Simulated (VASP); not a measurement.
## VASP 6.6.1 run: CaO

INCAR

```
EDIFF = 1E-7
ISIF = 3
LCHARG = .FALSE.
IBRION = 2
NBANDS = 15
LASPH = .TRUE.
LREAL = .FALSE.
GGA = CA
EDIFFG = -0.05
PREC = Accurate
ENCUT = 400
SIGMA = 0.02
LWAVE = .FALSE.
NSW = 40
NELECT = 15.5
ISMEAR = -1
NELM = 51
```

KPOINTS

```
KPOINTS created by Atomic Simulation Environment
0
Gamma
8 8 8
0 0 0
```

POSCAR

```
Ca O
 1.0000000000000000
     0.0000000000000000    2.6213224458742479    2.6213224458742479
     2.6213224458742479   -0.0000000000000000    2.6213224458742479
     2.6213224458742479    2.6213224458742479    0.0000000000000000
 Ca  O
   1   1
Cartesian
 -0.0000000000000000  0.0000000000000000  0.0000000000000000
  1.3106612229371239  1.3106612229371239  1.3106612229371239
```

The recommended LDA PAW datasets give the neutral cell 16 valence electrons.

Command

```
mpirun -np 1 vasp_std
```

OSZICAR

```
N       E                     dE             d eps       ncg     rms          rms(c)
DAV:   1     0.105653606782E+03    0.10565E+03   -0.64652E+03   870   0.792E+02
DAV:   2    -0.969218262075E+01   -0.11535E+03   -0.10866E+03  1150   0.249E+02
DAV:   3    -0.143519734100E+02   -0.46598E+01   -0.45955E+01   975   0.512E+01
DAV:   4    -0.145086041680E+02   -0.15663E+00   -0.15652E+00  1319   0.839E+00
DAV:   5    -0.145094382771E+02   -0.83411E-03   -0.83408E-03   989   0.676E-01    0.701E+00
DAV:   6    -0.135907289489E+02    0.91871E+00   -0.27491E+00   975   0.152E+01    0.295E+00
DAV:   7    -0.135439170871E+02    0.46812E-01   -0.27147E-01   960   0.462E+00    0.167E+00
DAV:   8    -0.135198539564E+02    0.24063E-01   -0.67393E-02  1108   0.254E+00    0.327E-01
DAV:   9    -0.135189153082E+02    0.93865E-03   -0.65655E-03   933   0.789E-01    0.118E-01
DAV:  10    -0.135193316829E+02   -0.41637E-03   -0.10720E-03   982   0.283E-01    0.566E-02
...
DAV:   1    -0.148565663343E+02   -0.10180E+01   -0.22184E+01  1227   0.496E+01    0.644E+00
DAV:   2    -0.140768088528E+02    0.77976E+00   -0.21934E+00  1094   0.130E+01    0.259E+00
DAV:   3    -0.139255871836E+02    0.15122E+00   -0.41879E-01  1572   0.706E+00    0.666E-01
DAV:   4    -0.139238099725E+02    0.17772E-02   -0.72153E-02  1479   0.198E+00    0.393E-01
DAV:   5    -0.139308993091E+02   -0.70893E-02   -0.43432E-03  1504   0.650E-01    0.180E-01
DAV:   6    -0.139335372578E+02   -0.26379E-02   -0.74701E-03  1375   0.391E-01    0.302E-02
DAV:   7    -0.139336017449E+02   -0.64487E-04   -0.45586E-04  1560   0.137E-01    0.649E-03
DAV:   8    -0.139335998475E+02    0.18973E-05   -0.59384E-06   954   0.241E-02    0.185E-03
DAV:   9    -0.139335998547E+02   -0.71757E-08   -0.35334E-07  1090   0.596E-03
   3 F= -.13933600E+02 E0= -.13931204E+02  d E =-.414342E+00
```

From OUTCAR

```
k-points           NKPTS =     29   k-points in BZ     NKDIM =     29   number of bands    NBANDS=     15

   NELECT =      15.5000    total number of electrons

   dimension x,y,z NGX =    24 NGY =   24 NGZ =   24
   dimension x,y,z NGXF=    48 NGYF=   48 NGZF=   48

  energy-cutoff  :      400.00
  volume of cell :       29.38
      direct lattice vectors                 reciprocal lattice vectors
     0.000000000  2.449127842  2.449127842    -0.204154308  0.204154308  0.204154308
     2.449127842 -0.000000000  2.449127842     0.204154308 -0.204154308  0.204154308
     2.449127842  2.449127842  0.000000000     0.204154308  0.204154308 -0.204154308

 k-points in reciprocal lattice and weights: KPOINTS created by Atomic Simulation Env
   0.00000000  0.00000000  0.00000000       0.002
   0.12500000  0.00000000  0.00000000       0.016
   0.25000000  0.00000000  0.00000000       0.016
   0.37500000  0.00000000  0.00000000       0.016
   0.50000000  0.00000000  0.00000000       0.008
   0.12500000  0.12500000  0.00000000       0.012
   0.25000000  0.12500000  0.00000000       0.047
   0.37500000  0.12500000  0.00000000       0.047
   ...

 E-fermi :   0.3200

 k-point     1 :       0.0000    0.0000    0.0000
  band No.  band energies     occupation
      1     -34.7836      2.00000
      2     -15.9267      2.00000
      3     -15.9267      2.00000
      4     -15.9267      2.00000
      5     -14.3760      2.00000
      6      -0.5280      2.00000
      7      -0.5280      2.00000
      8      -0.5280      2.00000
      9       5.3160      0.00000
     10       9.8414      0.00000
     11       9.8414      0.00000
     12      11.8652      0.00000
     13      11.8652      0.00000
     14      11.8652      0.00000
     15      19.6558      0.00000

 k-point     2 :       0.1250    0.0000    0.0000
  band No.  band energies     occupation
      1     -34.7663      2.00000
      2     -16.3272      2.00000
      3     -15.9434      2.00000
      4     -15.9434      2.00000
      5     -14.0036      2.00000
      6      -0.6266      2.00000
      7      -0.4643      2.00000
      8      -0.4643      2.00000
      9       5.8534      0.00000
     10       9.6228      0.00000
     11       9.6228      0.00000
     12      11.6253      0.00000
     13      12.0787      0.00000
     14      12.0787      0.00000
     15      17.8258      0.00000

 k-point     3 :       0.2500    0.0000    0.0000
  band No.  band energies     occupation
      1     -34.7241      2.00000
      2     -16.9647      2.00000
      3     -15.9833      2.00000
      4     -15.9833      2.00000
      5     -13.4486      2.00000
      6      -0.6901      2.00000
      7      -0.3202      2.00000
      8      -0.3202      2.00000
      9       6.9478      0.00000
     10       9.4125      0.00000
     11       9.4125      0.00000
     12      11.2066      0.00000
     13      12.2125      0.00000
     14      12.2125      0.00000
     15      15.6804      0.00000

 ...

  Total       -0.0215258     -0.0215258     -0.0215258      0.0000000     -0.0000000      0.0000000
  in kB       -1.1738322     -1.1738322     -1.1738322      0.0000000     -0.0000000      0.0000000
  external PRESSURE =      -1.1738322 kB  Pullay stress =       0.0000000 kB

 POSITION                                       TOTAL-FORCE (eV/Angst)
 -----------------------------------------------------------------------------------
      0.00000      0.00000      0.00000         0.000000      0.000000      0.000000
      1.22456      1.22456      1.22456        -0.000000     -0.000000     -0.000000
 -----------------------------------------------------------------------------------
    total drift:                               -0.000000     -0.000000     -0.000000

  FREE ENERGIE OF THE ION-ELECTRON SYSTEM (eV)
  ---------------------------------------------------
  free  energy   TOTEN  =       -13.9335998547 eV

  energy  without entropy=      -13.9288073547  energy(sigma->0) =      -13.93120360
```

| ionic step | ΔE (meV/atom) | volume (Å³) | largest force (eV/Å) | pressure (GPa) | electronic steps |
| --- | --- | --- | --- | --- | --- |
| 1 | 0.0 | 36.02 | 0.000 | -17.34 | 14 |
| 2 | -159.6 | 26.79 | 0.000 | 12.73 | 11 |
| 3 | -207.2 | 29.38 | 0.000 | -0.12 | 9 |

It converged. Results: relaxed cell vector lengths 3.464, 3.464, 3.464 Å; relaxed cell volume 29.38 Å³.

The cell is charged and sits in a uniform background. The volume moved far on the plane waves of the start cell, so a restart from CONTCAR is due.

For comparison, a separate LDA relaxation on usual settings, not on those above, ends at 33.70 Å³.

The run above took about 8.7 s on one core of a shared host (Intel Xeon 6975P-C) and held 0.14 GiB at most.
